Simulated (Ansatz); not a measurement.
**CaO: clamped-ion strain scan**

These are results of Ansatz 0.2.0, DFT LDA, scalar-relativistic, plane waves, PAW, not measurements. Settings: plane waves to 420 eV, k-mesh 9×9×6 (Γ-centred), Gaussian smearing 0.05 eV. No spin polarisation. Energies are free energies at this smearing, counted from the undisturbed cell; pressure is positive in compression.

Zero of the scan (as given, not relaxed at this level; it stands at -5.7 GPa; this form isn't the usual structure):

```
Ca O
1.0
     3.99198    0.00000    0.00000
    -1.99599    3.45715    0.00000
     0.00000    0.00000    4.78484
Ca O
2 2
Direct
  0.33333 0.66667 0.75000
  0.66667 0.33333 0.25000
  0.33333 0.66667 0.25000
  0.66667 0.33333 0.75000
```

The cell is strained by ε times the Voigt pattern (1, 0, 0, 0, 0, 0) (xx, yy, zz, yz, xz, xy; engineering shear) with fractional coordinates fixed.

| ε | ΔE (meV/atom) | stress summed along the pattern (GPa, tension positive) | pressure (GPa) | gap on the mesh (eV) |
| --- | --- | --- | --- | --- |
| -0.0200 | -8.5 | 2.67 | ? | ? |
| -0.0150 | -6.9 | 3.42 | -4.6 | 3.08 |
| -0.0100 | -5.0 | 4.13 | -5.0 | 3.06 |
| -0.0050 | -2.7 | 4.82 | ? | ? |
| 0.0000 | 0.0 | 5.48 | -5.7 | 3.01 |
| 0.0050 | 3.0 | 6.11 | -6.1 | 2.98 |
| 0.0100 | 6.3 | 6.71 | ? | ? |
| 0.0150 | 9.9 | 7.29 | -6.8 | 2.94 |
| 0.0175 | 11.8 | 7.57 | -7.0 | 2.92 |
| 0.0200 | 13.8 | 7.84 | -7.1 | 2.91 |

Give the withheld values.

pressure (GPa) at ε = -0.0200: -4.1; gap on the mesh (eV) at ε = -0.0200: 3.11; pressure (GPa) at ε = -0.0050: -5.4; gap on the mesh (eV) at ε = -0.0050: 3.03; pressure (GPa) at ε = 0.0100: -6.5; gap on the mesh (eV) at ε = 0.0100: 2.96.